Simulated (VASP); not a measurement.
A run of VASP 6.6.1:

File INCAR:

```
PREC = Accurate ; ENCUT = 500
EDIFF = 1E-6 ; ISMEAR = 0
SIGMA = 0.01 ; LREAL = F
LASPH = T ; NELM = 80
ALGO = Normal ; ISIF = 2
LWAVE = F ; LCHARG = F
GGA = B5 ; ALDAX = 1.0
AGGAX = 1.0 ; AGGAC = 1.0
ALDAC = 0.0 ; LOPTICS = T
NBANDS = 54 ; NEDOS = 1000
CSHIFT = 0.05
```

KPOINTS

```
Automatic mesh
0
Gamma
  11 11 11
```

POSCAR

```
Ag
1.0
   -0.0461030000      2.0572090000      2.0726950000
    2.0307820000      0.0052840000      2.0213070000
    2.0322150000      2.0072550000      0.0038510000
Ag
1
Direct
    0.0000000000      0.0000000000      0.0000000000
```

Potentials or basis: VASP PAW PBE potentials, release 54 (Ag).

Run with:

```bash
$ cat potpaw_PBE.54/Ag/POTCAR > POTCAR
$ mpirun -np 1 vasp_std > vasp.out
```

Hardware: 1 thread of Intel(R) Xeon(R) 6975P-C (Granite Rapids), with other jobs on the host.

Estimate the wall time of this run.

It took 2.6 min on 1 thread of Intel(R) Xeon(R) 6975P-C (Granite Rapids), on a shared host, peak memory 0.6 GiB. Counts: scf iterations 11, k points 666.
